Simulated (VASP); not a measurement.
# Cu (Pm-3n) in VASP: further runs

The runs below take Cu through single point, with PBEsol.

Program: VASP 6.6.1. These are calculated values, not measurements. Logs are shortened: lines on timing, memory, paths and dates and some standing lists are left out, and cuts for length are marked.

## 1. The crystal as given

It takes space group Pm-3n (No. 223, cubic). Conventional cell: a = 4.527 Å, b = 4.527 Å, c = 4.527 Å, α = 90.00°, β = 90.00°, γ = 90.00°. Around Cu (site symmetry m-3) lie 12 Cu at 2.53 Å. Around Cu (site symmetry -4m2) lie 6 Cu at 2.26 to 2.53 Å.

The cell was built by a generator and needn't be a form met in nature.

## 2. Single point, PBEsol

Contents of INCAR:

```
SYSTEM = Cu
ALGO = Normal ; EDIFF = 1E-7
ENCUT = 520 ; GGA = PS
ISIF = 2 ; ISMEAR = 0
LASPH = .TRUE. ; LCHARG = .FALSE.
LREAL = .FALSE. ; LWAVE = .FALSE.
NBANDS = 54 ; NELM = 100
PREC = Accurate ; SIGMA = 0.1
```

Contents of KPOINTS:

```
k-points
0
G
  4 4 4
  0 0 0
```

Contents of POSCAR:

```
Cu
1.0
    4.5274688734      0.0000000000      0.0000000000
    0.0000000000      4.5274688734      0.0000000000
    0.0000000000      0.0000000000      4.5274688734
Cu
8
Direct
    0.5000000000      0.5000000000      0.5000000000
    0.0000000000      0.0000000000      0.0000000000
    0.2500000000      0.0000000000      0.5000000000
    0.5000000000      0.2500000000      0.0000000000
    0.5000000000      0.7500000000      0.0000000000
    0.7500000000      0.0000000000      0.5000000000
    0.0000000000      0.5000000000      0.7500000000
    0.0000000000      0.5000000000      0.2500000000
```

Potentials or basis: VASP PAW PBE potentials, release 64 (Cu).

Run with:

```console
$ cat potpaw_PBE.64/Cu/POTCAR > POTCAR
$ mpirun -np 1 vasp_std > vasp.out
```

OUTCAR:

```text
SYSTEM = Cu
   EDIFF = 1E-7
   ENCUT = 520
   GGA = PS
   ISIF = 2
   ISMEAR = 0
   LASPH = .TRUE.
   LREAL = .FALSE.
   NELM = 100
   PREC = Accurate

 ion  position               nearest neighbor table
   1  0.500  0.500  0.500-   3 2.53   4 2.53   5 2.53   6 2.53   7 2.53   8 2.53   4 2.53   5 2.53
                             3 2.53   6 2.53   7 2.53   8 2.53
   2  0.000  0.000  0.000-   3 2.53   4 2.53   5 2.53   6 2.53   7 2.53   8 2.53   3 2.53   6 2.53
                             7 2.53   8 2.53   4 2.53   5 2.53
   3  0.250  0.000  0.500-   6 2.26   6 2.26   1 2.53   2 2.53   1 2.53   2 2.53   8 2.77   5 2.77
                             4 2.77   5 2.77   4 2.77   7 2.77   8 2.77   7 2.77
   4  0.500  0.250  0.000-   5 2.26   5 2.26   1 2.53   1 2.53   2 2.53   2 2.53   8 2.77   3 2.77
                             3 2.77   6 2.77   6 2.77   7 2.77   7 2.77   8 2.77
   5  0.500  0.750  0.000-   4 2.26   4 2.26   1 2.53   1 2.53   2 2.53   2 2.53   8 2.77   3 2.77
                             3 2.77   6 2.77   6 2.77   7 2.77   7 2.77   8 2.77
   6  0.750  0.000  0.500-   3 2.26   3 2.26   1 2.53   2 2.53   1 2.53   2 2.53   8 2.77   4 2.77
                             4 2.77   5 2.77   5 2.77   7 2.77   8 2.77   7 2.77
   7  0.000  0.500  0.750-   8 2.26   8 2.26   1 2.53   2 2.53   2 2.53   1 2.53   3 2.77   4 2.77
                             5 2.77   3 2.77   6 2.77   6 2.77   4 2.77   5 2.77
   8  0.000  0.500  0.250-   7 2.26   7 2.26   1 2.53   2 2.53   2 2.53   1 2.53   3 2.77   4 2.77
                             5 2.77   3 2.77   6 2.77   6 2.77   4 2.77   5 2.77

  LATTYP: Found a simple cubic cell.
 ALAT       =     4.5274688734

  Lattice vectors:

 A1 = (   4.5274688734,   0.0000000000,   0.0000000000)
 A2 = (   0.0000000000,   4.5274688734,   0.0000000000)
 A3 = (   0.0000000000,   0.0000000000,   4.5274688734)

Analysis of symmetry for initial positions (statically):
=====================================================================
 Subroutine PRICEL returns:
 Original cell was already a primitive cell.

 Routine SETGRP: Setting up the symmetry group for a
 simple cubic supercell.

 Subroutine GETGRP returns: Found 48 space group operations
 (whereof 24 operations were pure point group operations)
 out of a pool of 48 trial point group operations.

The static configuration has the point symmetry T_h .
 The point group associated with its full space group is O_h .

Analysis of symmetry for dynamics (positions and initial velocities):
=====================================================================
 Subroutine PRICEL returns:
 Original cell was already a primitive cell.

 Routine SETGRP: Setting up the symmetry group for a
 simple cubic supercell.

 Subroutine GETGRP returns: Found 48 space group operations
 (whereof 24 operations were pure point group operations)
 out of a pool of 48 trial point group operations.

The dynamic configuration has the point symmetry T_h .
 The point group associated with its full space group is O_h .

 Subroutine INISYM returns: Found 48 space group operations
 (whereof 24 operations are pure point group operations),
 and found     1 'primitive' translations

----------------------------------------------------------------------------------------

                                     Primitive cell

  volume of cell :      92.8039

  direct lattice vectors                    reciprocal lattice vectors
     4.527468873  0.000000000  0.000000000     0.220873965  0.000000000  0.000000000
     0.000000000  4.527468873  0.000000000     0.000000000  0.220873965  0.000000000
     0.000000000  0.000000000  4.527468873     0.000000000  0.000000000  0.220873965

  length of vectors
     4.527468873  4.527468873  4.527468873     0.220873965  0.220873965  0.220873965

  position of ions in fractional coordinates (direct lattice)
     0.500000000  0.500000000  0.500000000
     0.000000000  0.000000000  0.000000000
     0.250000000  0.000000000  0.500000000
     0.500000000  0.250000000  0.000000000
     0.500000000  0.750000000  0.000000000
     0.750000000  0.000000000  0.500000000
     0.000000000  0.500000000  0.750000000
     0.000000000  0.500000000  0.250000000

  ion indices of the primitive-cell ions
   primitive index   ion index
                 1           1
                 2           2
                 3           3
                 4           4
                 5           5
                 6           6
                 7           7
                 8           8

----------------------------------------------------------------------------------------

 KPOINTS: k-points

Automatic generation of k-mesh.
 Grid dimensions read from file:
 generate k-points for:    4    4    4

 Generating k-lattice:

  Cartesian coordinates                     Fractional coordinates (reciprocal lattice)
     0.055218491  0.000000000  0.000000000     0.250000000  0.000000000  0.000000000
     0.000000000  0.055218491  0.000000000     0.000000000  0.250000000  0.000000000
     0.000000000  0.000000000  0.055218491     0.000000000  0.000000000  0.250000000

  Length of vectors
     0.055218491  0.055218491  0.055218491

  Shift w.r.t. Gamma in fractional coordinates (k-lattice)
     0.000000000  0.000000000  0.000000000

 Subroutine IBZKPT returns following result:
 ===========================================

 Found     10 irreducible k-points:

 Following reciprocal coordinates:
            Coordinates               Weight
  0.000000  0.000000  0.000000      1.000000
  0.250000  0.000000  0.000000      6.000000
  0.500000  0.000000  0.000000      3.000000
  0.250000  0.250000  0.000000     12.000000
  0.500000  0.250000  0.000000     12.000000
  0.500000  0.500000  0.000000      3.000000
  0.250000  0.250000  0.250000      8.000000
  0.500000  0.250000  0.250000     12.000000
  0.500000  0.500000  0.250000      6.000000
  0.500000  0.500000  0.500000      1.000000
   k-points           NKPTS =     10   k-points in BZ     NKDIM =     10   number of bands    NBANDS=     54
   number of dos      NEDOS =    301   number of ions     NIONS =      8
   total plane-waves  NPLWV =  46656
   dimension x,y,z NGX =    36 NGY =   36 NGZ =   36
   dimension x,y,z NGXF=    72 NGYF=   72 NGZF=   72
   ions per type =               8
   NGX,Y,Z   is equivalent  to a cutoff of  13.22, 13.22, 13.22 a.u.
   NGXF,Y,Z  is equivalent  to a cutoff of  26.44, 26.44, 26.44 a.u.
 SYSTEM =  Cu
   PREC   = accura    normal or accurate (medium, high low for compatibility)
   ISTART =      0    job   : 0-new  1-cont  2-samecut
   ICHARG =      2    charge: 1-file 2-atom 10-const
   ISPIN  =      1    spin polarized calculation?
   LNONCOLLINEAR =      F non collinear calculations
   LSORBIT =      F    spin-orbit coupling
   LASPH  =      T    aspherical Exc in radial PAW
   ENCUT  =  520.0 eV  38.22 Ry    6.18 a.u.   8.42  8.42  8.42*2*pi/ulx,y,z
   NELM   =    100;   NELMIN=  2; NELMDL= -5     # of ELM steps
   EDIFF  = 0.1E-06   stopping-criterion for ELM
   LREAL  =      F    real-space projection
   EDIFFG = 0.1E-05   stopping-criterion for IOM
   NSW    =      0    number of steps for IOM
   IBRION =     -1    ionic relax: 0-MD 1-quasi-New 2-CG
   NFREE  =      0    steps in history (QN), initial steepest desc. (CG)
   ISIF   =      2    stress and relaxation
   ISYM   =      2    0-nonsym 1-usesym 2-fastsym
   POTIM  = 0.5000    time-step for ionic-motion
   TEBEG  =    0.0;   TEEND  =   0.0 temperature during run
   PSTRESS=    0.0 pullay stress
   NELECT =      88.0000    total number of electrons
   NUPDOWN=      -1.0000    fix difference up-down
   EMIN   =  10.00;   EMAX   =-10.00  energy-range for DOS
   EFERMI =   0.00;   METHOD = LEGACY
   ISMEAR =     0;   SIGMA  =   0.10  broadening in eV -4-tet -1-fermi 0-gaus
   EFERMI_NEDOS =   21; number of points for ismear=-14 and -15
   IALGO  =     38    algorithm
   IMIX   =      4    mixing-type and parameters
     AMIX     =   0.40;   BMIX     =  1.00
     AMIX_MAG =   1.60;   BMIX_MAG =  1.00
  volume/ion in A,a.u.               =      11.60        78.28
  Fermi-wavevector in a.u.,A,eV,Ry     =   1.608349  3.039339 35.195360  2.586786
  Thomas-Fermi vector in A             =   2.704232
   LORBIT       =      0    0 simple, 1 ext, 2 COOP (PROOUT), +10 PAW based schemes
   GGA     = PS    functional components
   LHFCALC =     F    Hartree Fock is set to
   AEXX    =    0.0000 exact exchange contribution
   IVDW    =     0    specifies the selected vdW correction
   LEPSILON=     F    determine dielectric tensor
   LRPA    =     F    only Hartree local field effects (RPA)
 non-spin polarized calculation
 Gauss-broadening in eV      SIGMA  =   0.10
  energy-cutoff  :      520.00
  volume of cell :       92.80
 maximum number of plane-waves:      2522
 NGX is ok and might be reduce to    36

 number of electron      88.0000047 magnetization

 Free energy of the ion-electron system (eV)
  ---------------------------------------------------
  ext. energy  EPLUGINS =         0.00000000
  ---------------------------------------------------
  free energy    TOTEN  =       -33.70587968 eV

  energy without entropy =      -33.69941290  energy(sigma->0) =      -33.70264629

 E-fermi :   7.6253     XC(G=0): -13.0000

 val. band max:        7.5351626853   @ k =   0.0000   0.0000   0.0000
 cond. band min:       7.6456615592   @ k =   0.5000   0.5000   0.2500
 fundamental gap:      0.1104988739
 Fermi energy:         7.6253100621

 k-point     1 :       0.0000    0.0000    0.0000
  band No.  band energies     occupation
      1      -1.8985      2.00000
      2       2.2951      2.00000
      3       2.2951      2.00000
      4       2.8087      2.00000
      5       3.3288      2.00000
      6       3.3288      2.00000
[... 46 lines left out ...]
     53      15.4396      0.00000
     54      15.4396      0.00000
[... 511 lines left out ...]
     53      20.1998      0.00000
     54      20.2018      0.00000

------------------------ aborting loop because EDIFF is reached ----------------------------------------

  FORCE on cell =-STRESS in cart. coord.  units (eV):
  Direction    XX          YY          ZZ          XY          YZ          ZX
  --------------------------------------------------------------------------------------
  -------------------------------------------------------------------------------------
  Total        0.4315595      0.4315595      0.4315595      0.0000000     -0.0000000     -0.0000000
  in kB        7.4504897      7.4504897      7.4504897      0.0000000     -0.0000000     -0.0000000
  external PRESSURE =       7.4504897 kB  Pullay stress =       0.0000000 kB

 VOLUME and BASIS-vectors are now :
 -----------------------------------------------------------------------------
  energy-cutoff  :      520.00
  volume of cell :       92.80
      direct lattice vectors                 reciprocal lattice vectors
     4.527468873  0.000000000  0.000000000     0.220873965  0.000000000  0.000000000
     0.000000000  4.527468873  0.000000000     0.000000000  0.220873965  0.000000000
     0.000000000  0.000000000  4.527468873     0.000000000  0.000000000  0.220873965

 POSITION                                       TOTAL-FORCE (eV/Angst)
 -----------------------------------------------------------------------------------
      2.26373      2.26373      2.26373        -0.000000     -0.000000      0.000000
      0.00000      0.00000      0.00000        -0.000000     -0.000000      0.000000
      1.13187      0.00000      2.26373         0.000000      0.000000      0.000000
      2.26373      1.13187      0.00000        -0.000000      0.000000     -0.000000
      2.26373      3.39560      0.00000         0.000000     -0.000000     -0.000000
      3.39560      0.00000      2.26373        -0.000000     -0.000000     -0.000000
      0.00000      2.26373      3.39560        -0.000000      0.000000      0.000000
      0.00000      2.26373      1.13187        -0.000000      0.000000     -0.000000
 -----------------------------------------------------------------------------------
    total drift:                                0.000000      0.000000     -0.000000

  FREE ENERGIE OF THE ION-ELECTRON SYSTEM (eV)
  ---------------------------------------------------
  free  energy   TOTEN  =       -33.7058796830 eV

  energy  without entropy=      -33.6994129008  energy(sigma->0) =      -33.70264629
```

It took 44 s on 1 thread of Intel Xeon Platinum 8488C (Sapphire Rapids), shared host; peak memory 0.2 GiB.

Results:

| Quantity | Value |
| --- | --- |
| Free energy | -33.7059 eV |
| Pressure | 0.7 GPa |
| Band gap on the k mesh | none (metal or under the smearing width) |

Levels at points of the mesh, in eV from the Fermi level:
| k point | band 40 | band 41 | band 42 | band 43 | band 44 | band 45 | band 46 | band 47 | band 48 | band 49 |
| --- | --- | --- | --- | --- | --- | --- | --- | --- | --- | --- |
| (0.00, 0.00, 0.00) | -1.59 | -1.59 | -0.09 | -0.09 | -0.09 | 1.18 | 1.18 | 1.35 | 6.65 | 6.65 |
| (0.50, 0.00, 0.00) | -1.61 | -1.37 | -1.37 | 0.79 | 0.79 | 1.10 | 1.10 | 2.93 | 2.93 | 3.42 |
| (0.50, 0.50, 0.00) | -1.70 | -1.60 | -1.48 | -1.48 | -1.31 | 1.15 | 2.76 | 2.76 | 3.57 | 4.30 |
| (0.50, 0.50, 0.50) | -1.80 | -0.96 | -0.96 | -0.96 | -0.96 | -0.96 | -0.96 | -0.75 | -0.75 | 12.56 |

Caveat: the PAW data sets were made with another functional, which shifts forces and pressure a little.

## 3. Single point, PBEsol

This run uses another cell than the first one: it holds 4 atoms, not 8.

Contents of INCAR:

```
SYSTEM = Cu
PREC = Accurate
ENCUT = 520
EDIFF = 1E-7
ISMEAR = 0
SIGMA = 0.1
LREAL = .FALSE.
LASPH = .TRUE.
NELM = 100
ALGO = Fast
ISIF = 2
LWAVE = .FALSE.
LCHARG = .FALSE.
GGA = PS
NBANDS = 30
```

Contents of KPOINTS:

```
regular mesh
0
G
  6 6 4
  0 0 0
```

Contents of POSCAR:

```
Cu
1.0
    2.1217743738     -4.4881808214      0.0000000000
    2.1217743738      4.4881808214      0.0000000000
    0.0000000000      0.0000000000      2.5006753644
Cu
4
Direct
    0.1321133609      0.8678866391     -0.0001399423
    0.6321133609      0.3678866391      0.5001399423
    0.8678866391      0.1321133609      1.0001399423
    0.3678866391      0.6321133609      0.4998600577
```

Potentials or basis: VASP PAW PBE potentials, release 64 (Cu).

Run with:

```console
$ cat potpaw_PBE.64/Cu/POTCAR > POTCAR
$ mpirun -np 1 vasp_std > vasp.out
```

It took 50 s on 1 thread of Intel Xeon Platinum 8488C (Sapphire Rapids), shared host; peak memory 0.18 GiB.

It converged, with:

```yaml
Free_energy: -16.3640 eV
Pressure: 0.8 GPa
Band_gap_on_the_k_mesh: none (metal or under the smearing width)
```

Forces in eV/Å, atoms in the order of the input:
```
Cu   0.000  0.002  0.002
Cu   0.000  0.002 -0.002
Cu   0.000 -0.002 -0.002
Cu   0.000 -0.002  0.002
```

Stress tensor (GPa, compression positive):
```
0.67 0.00 0.00
0.00 0.74 0.00
0.00 0.00 0.89
```

Levels at points of the mesh, in eV from the Fermi level:
```
           k point  band 19  band 20  band 21  band 22  band 23  band 24  band 25  band 26
(0.00, 0.00, 0.00)    -1.66    -1.64    -1.48    -1.37     1.66     2.40     2.48     4.05
(0.50, 0.00, 0.00)    -1.99    -1.99    -1.73    -1.73    -0.53    -0.53     6.65     6.65
(0.50, 0.50, 0.00)    -1.48    -1.45    -1.40    -1.25    -1.16     3.50     5.59     6.00
(0.00, 0.00, 0.50)    -1.43    -1.43    -0.15    -0.15     5.65     5.65     6.01     6.01
(0.50, 0.00, 0.50)    -1.44    -1.44     0.13     0.13     2.06     2.06     3.86     3.86
(0.50, 0.50, 0.50)    -1.47    -1.47     0.99     0.99     1.02     1.02     7.45     7.45
```

Caveat: the k mesh is coarse (spacing up to 0.63 Å⁻¹), so the values aren't converged; the PAW data sets were made with another functional, which shifts forces and pressure a little.
